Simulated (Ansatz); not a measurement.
The system is HfB2.

```
Hf B
1.0
     3.14000    0.00000    0.00000
    -1.57000    2.71932    0.00000
     0.00000    0.00000    3.48000
Hf B
1 2
Direct
  0.00000 0.00000 0.00000
  0.66667 0.33333 0.50000
  0.33333 0.66667 0.50000
```

* Program: Ansatz 0.2.0
* Task: single point
* Functional: PBEsol
* Potentials or basis: all-electron LAPW, scalar-relativistic
* Cutoff: 287 eV (chosen from the basis error)
* Basis error allowed: 0.001 eV/atom
* k mesh: 10 × 10 × 8
* Occupations: fermi-dirac, width 0.05 eV
* Spin: no spin polarisation

On this cell: pressure -4.3 GPa; largest force under 0.003 eV/Å; band gap on the k mesh none (metal or under the smearing width).

The same run follows on a disturbed copy (atoms moved at random, drawn with an rms of 0.05 Å):

```
CELL_PARAMETERS angstrom
3.14000 0.00000 0.00000
-1.57000 2.71932 0.00000
0.00000 0.00000 3.48000
ATOMIC_POSITIONS crystal
Hf 0.00407 0.99622 0.99703
B 0.67352 0.34355 0.49131
B 0.31739 0.67513 0.48455
```

Q: What does the disturbed cell give?

A: The energy (extrapolated to zero smearing) moves by +21.8 meV/atom; pressure -3.5 GPa; largest force 1.317 eV/Å; band gap on the k mesh none (metal or under the smearing width).

Forces on the atoms (eV/Å):
```
Hf  -0.670  0.517 -0.476
B   -0.586 -0.396  0.101
B    1.256 -0.121  0.375
```

Stress tensor (GPa, compression positive):
```
-2.83 -0.28  0.47
-0.28 -3.32 -0.32
 0.47 -0.32 -4.23
```
